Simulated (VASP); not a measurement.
# Se (Pm-3m) in VASP: settings compared, part 2 of 2

VASP 6.6.1. Earlier steps stand in the parts before.

## 3. Relaxation of cell and atoms, LAK

INCAR reads:

```
PREC = Accurate
ENCUT = 600
EDIFF = 1E-6
ISMEAR = 0
SIGMA = 0.05
LREAL = False
LASPH = True
NELM = 60
ALGO = Normal
ISIF = 3
LWAVE = False
LCHARG = False
METAGGA = LAK
LMIXTAU = True
IBRION = 2
NSW = 60
EDIFFG = -0.01
```

KPOINTS reads:

```
Automatic mesh
0
Gamma
  9 9 9
```

POSCAR reads:

```
Se
1.0
    2.8105630200      0.0000000000      0.0000000000
    0.0000000000      2.8105630200      0.0000000000
    0.0000000000      0.0000000000      2.8105630200
Se
1
Direct
    0.0000000000      0.0000000000      0.0000000000
```

Potentials or basis: VASP PAW PBE potentials, release 64 (Se).

On the command line:

```console
$ cat potpaw_PBE.64/Se/POTCAR > POTCAR
$ mpirun -np 1 vasp_std > vasp.out
```

OUTCAR:

```text
PREC = Accurate
   ENCUT = 600
   EDIFF = 1E-6
   ISMEAR = 0
   LREAL = False
   LASPH = True
   NELM = 60
   ISIF = 3
   METAGGA = LAK
   IBRION = 2
   NSW = 60
   EDIFFG = -0.01

 ion  position               nearest neighbor table
   1  0.000  0.000  0.000-

  LATTYP: Found a simple cubic cell.
 ALAT       =     2.8105630200

  Lattice vectors:

 A1 = (   2.8105630200,   0.0000000000,   0.0000000000)
 A2 = (   0.0000000000,   2.8105630200,   0.0000000000)
 A3 = (   0.0000000000,   0.0000000000,   2.8105630200)

Analysis of symmetry for initial positions (statically):
=====================================================================
 Subroutine PRICEL returns:
 Original cell was already a primitive cell.

 Routine SETGRP: Setting up the symmetry group for a
 simple cubic supercell.

 Subroutine GETGRP returns: Found 48 space group operations
 (whereof 48 operations were pure point group operations)
 out of a pool of 48 trial point group operations.

The static configuration has the point symmetry O_h .

Analysis of symmetry for dynamics (positions and initial velocities):
=====================================================================
 Subroutine PRICEL returns:
 Original cell was already a primitive cell.

 Routine SETGRP: Setting up the symmetry group for a
 simple cubic supercell.

 Subroutine GETGRP returns: Found 48 space group operations
 (whereof 48 operations were pure point group operations)
 out of a pool of 48 trial point group operations.

The dynamic configuration has the point symmetry O_h .

 Subroutine INISYM returns: Found 48 space group operations
 (whereof 48 operations are pure point group operations),
 and found     1 'primitive' translations

----------------------------------------------------------------------------------------

                                     Primitive cell

  volume of cell :      22.2014

  direct lattice vectors                    reciprocal lattice vectors
     2.810563020  0.000000000  0.000000000     0.355800597  0.000000000  0.000000000
     0.000000000  2.810563020  0.000000000     0.000000000  0.355800597  0.000000000
[... 91 lines left out ...]
   POTIM  = 0.5000    time-step for ionic-motion
   TEBEG  =    0.0;   TEEND  =   0.0 temperature during run
   PSTRESS=    0.0 pullay stress
   NELECT =       6.0000    total number of electrons
   NUPDOWN=      -1.0000    fix difference up-down
   EMIN   =  10.00;   EMAX   =-10.00  energy-range for DOS
   EFERMI =   0.00;   METHOD = LEGACY
   ISMEAR =     0;   SIGMA  =   0.05  broadening in eV -4-tet -1-fermi 0-gaus
   EFERMI_NEDOS =   21; number of points for ismear=-14 and -15
   IALGO  =     38    algorithm
   IMIX   =      4    mixing-type and parameters
     AMIX     =   0.40;   BMIX     =  1.00
     AMIX_MAG =   1.60;   BMIX_MAG =  1.00
  volume/ion in A,a.u.               =      22.20       149.82
  Fermi-wavevector in a.u.,A,eV,Ry     =   1.058438  2.000157 15.242472  1.120290
  Thomas-Fermi vector in A             =   2.193747
   LORBIT       =      0    0 simple, 1 ext, 2 COOP (PROOUT), +10 PAW based schemes
   METAGGA = LAK    functional components
   LHFCALC =     F    Hartree Fock is set to
   AEXX    =    0.0000 exact exchange contribution
   IVDW    =     0    specifies the selected vdW correction
   LEPSILON=     F    determine dielectric tensor
   LRPA    =     F    only Hartree local field effects (RPA)
 conjugate gradient relaxation of ions
 non-spin polarized calculation
 Gauss-broadening in eV      SIGMA  =   0.05
  energy-cutoff  :      600.00
  volume of cell :       22.20
 maximum number of plane-waves:       751
 NGX is ok and might be reduce to    24

--------------------------------------- Ionic step        1  -------------------------------------------

 number of electron       5.9999999 magnetization

 Free energy of the ion-electron system (eV)
  ---------------------------------------------------
  ext. energy  EPLUGINS =         0.00000000
  ---------------------------------------------------
  free energy    TOTEN  =        15.46292452 eV

  energy without entropy =       15.46456177  energy(sigma->0) =       15.46374315

 E-fermi :   5.0635     XC(G=0): -10.2027

 val. band max:        5.0622336293   @ k =   0.1111   0.1111   0.1111
 cond. band min:       5.0985414739   @ k =   0.1111   0.1111   0.0000
 fundamental gap:      0.0363078446
 Fermi energy:         5.0634872607

 k-point     1 :       0.0000    0.0000    0.0000
  band No.  band energies     occupation
      1     -11.8813      2.00000
      2       6.6094      0.00000
      3       6.6094      0.00000
      4       6.6094      0.00000
      5      13.0759      0.00000
      6      13.0759      0.00000
      7      14.3714      0.00000
[... 299 lines left out ...]
--------------------------------------- Ionic step        3  -------------------------------------------

 number of electron       5.9999999 magnetization

 Free energy of the ion-electron system (eV)
  ---------------------------------------------------
  ext. energy  EPLUGINS =         0.00000000
  ---------------------------------------------------
  free energy    TOTEN  =        15.44843853 eV

  energy without entropy =       15.44924053  energy(sigma->0) =       15.44883953

 E-fermi :   4.4286     XC(G=0):  -9.9555

 val. band max:        4.3178059887   @ k =   0.1111   0.1111   0.0000
 cond. band min:       4.4501797440   @ k =   0.1111   0.1111   0.0000
 fundamental gap:      0.1323737553
 Fermi energy:         4.4286463027

 k-point     1 :       0.0000    0.0000    0.0000
  band No.  band energies     occupation
      1     -12.0472      2.00000
      2       5.8696      0.00000
      3       5.8696      0.00000
      4       5.8696      0.00000
      5      12.5353      0.00000
      6      12.5353      0.00000
      7      13.3587      0.00000
[... 258 lines left out ...]
  FREE ENERGIE OF THE ION-ELECTRON SYSTEM (eV)
  ---------------------------------------------------
  free  energy   TOTEN  =        15.4484385258 eV

  energy  without entropy=       15.4492405276  energy(sigma->0) =       15.44883953

 reached required accuracy - stopping structural energy minimisation
```

OSZICAR:

```text
N       E                     dE             d eps       ncg     rms          rms(c)
DAV:   1     0.263839535517E+02    0.26384E+02   -0.30615E+03   490   0.823E+02
DAV:   2     0.128778281142E+02   -0.13506E+02   -0.13060E+02   693   0.845E+01
DAV:   3     0.126838344602E+02   -0.19399E+00   -0.19368E+00   560   0.119E+01
[... 30 lines left out ...]
DAV:   6     0.154484445288E+02    0.42664E-03   -0.64186E-04   518   0.305E-01    0.158E-02
DAV:   7     0.154484374462E+02   -0.70825E-05   -0.34098E-05   518   0.893E-02    0.707E-03
DAV:   8     0.154484465829E+02    0.91366E-05   -0.87178E-06   567   0.413E-02    0.878E-03
DAV:   9     0.154484384640E+02   -0.81189E-05   -0.12662E-05   511   0.481E-02    0.477E-04
DAV:  10     0.154484385258E+02    0.61816E-07   -0.97251E-07   532   0.147E-02
   3 F= 0.15448439E+02 E0= 0.15448840E+02  d E =-.144860E-01
```

Wall time 68 s (1 thread of Intel Xeon Platinum 8488C (Sapphire Rapids), shared host); peak memory 0.15 GiB.

Results:

```yaml
Free_energy: 15.4484 eV
Relaxed_volume: 23.42 Å³/atom
Relaxed_cell: a = 2.861 Å, b = 2.861 Å, c = 2.861 Å, α = 90.00°, β = 90.00°, γ = 90.00°
Space_group_after_relaxing_to_0.05_Å: Pm-3m (No. 221)
Energy_gained_by_relaxing: 14.5 meV/atom
Ionic_steps: 3
Pressure_after_relaxing: 0.0 GPa
Band_gap_on_the_k_mesh: none (metal or under the smearing width)
```

The path:
```tsv
step	energy change (eV)	largest force (eV/Å)	pressure (GPa)	volume (Å³)
1	0.0000	0.0000	3.97	22.20
2	-0.0114	0.0000	-1.61	24.02
3	-0.0145	0.0000	0.00	23.42
```

Final structure:
```cif
data_structure
_symmetry_space_group_name_H-M 'P 1'
_symmetry_Int_Tables_number 1
_cell_length_a 2.8610
_cell_length_b 2.8610
_cell_length_c 2.8610
_cell_angle_alpha 90.000
_cell_angle_beta 90.000
_cell_angle_gamma 90.000
_cell_volume 23.42
loop_
_atom_site_label
_atom_site_type_symbol
_atom_site_fract_x
_atom_site_fract_y
_atom_site_fract_z
_atom_site_occupancy
Se1 Se 0.00000 0.00000 0.00000 1
```

Caveat: the PAW data sets were made with another functional, which shifts forces and pressure a little.

## 4. Relaxation of cell and atoms, r2SCAN+rVV10

INCAR reads:

```
ALGO = Normal ; BPARAM = 11.95
CPARAM = 0.0093 ; EDIFF = 1E-7
EDIFFG = -0.005 ; ENCUT = 600
IBRION = 2 ; ISIF = 3
ISMEAR = 0 ; IVDW_NL = 2
LASPH = T ; LCHARG = F
LMIXTAU = T ; LREAL = F
LUSE_VDW = T ; LWAVE = F
METAGGA = R2SCAN ; NELM = 100
NSW = 60 ; PREC = Accurate
SIGMA = 0.05
```

KPOINTS reads:

```
k-points
0
Gamma
  9 9 9
```

POSCAR is that of step 3.

On the command line:

```console
$ cat potpaw_PBE.64/Se/POTCAR > POTCAR
$ mpirun -np 1 vasp_std > vasp.out
```

Wall time 98 s (1 thread of Intel Xeon Platinum 8488C (Sapphire Rapids), shared host); peak memory 0.21 GiB.

It converged, with:

| Quantity | Value |
| --- | --- |
| Free energy | -13.9480 eV |
| Relaxed volume | 22.23 Å³/atom |
| Relaxed cell | a = 2.812 Å, b = 2.812 Å, c = 2.812 Å, α = 90.00°, β = 90.00°, γ = 90.00° |
| Space group after relaxing (to 0.05 Å) | Pm-3m (No. 221) |
| Energy gained by relaxing | 0.0 meV/atom |
| Ionic steps | 2 |
| Pressure after relaxing | 0.0 GPa |
| Band gap on the k mesh | none (metal or under the smearing width) |

Final structure:
```yaml
crystal:
  lattice:
    - [2.81178, 0.00000, 0.00000]
    - [0.00000, 2.81178, 0.00000]
    - [0.00000, 0.00000, 2.81178]
  atoms:
    - { symbol: Se, position: [0.00000, 0.00000, 0.00000] }
```

Levels at points of the mesh, in eV from the Fermi level:
| k point | band 1 | band 2 | band 3 | band 4 | band 5 | band 6 | band 7 |
| --- | --- | --- | --- | --- | --- | --- | --- |
| (0.00, 0.00, 0.00) | -16.89 | 1.50 | 1.50 | 1.50 | 8.18 | 8.18 | 8.73 |

Caveat: the PAW data sets were made with another functional, which shifts forces and pressure a little.

## 5. Summary

| level | gap on the mesh (eV) | pressure (GPa) | relaxed volume (Å³/atom) |
| --- | --- | --- | --- |
| r2SCAN | none | 0.0 | 22.46 |
| LAK | none | 0.0 | 23.42 |
| r2SCAN+rVV10 | none | 0.0 | 22.23 |

Alike in all rows: task relaxation of cell and atoms; potentials or basis VASP PAW PBE potentials, release 64 (Se); no spin polarisation; cell relaxed; k mesh 9 × 9 × 9; cutoff (eV) 600; smearing gaussian 0.05 eV.

Caveats: the PAW data sets were made with another functional, which shifts forces and pressure a little.

Absolute energies hang on the potentials; compare differences alone.
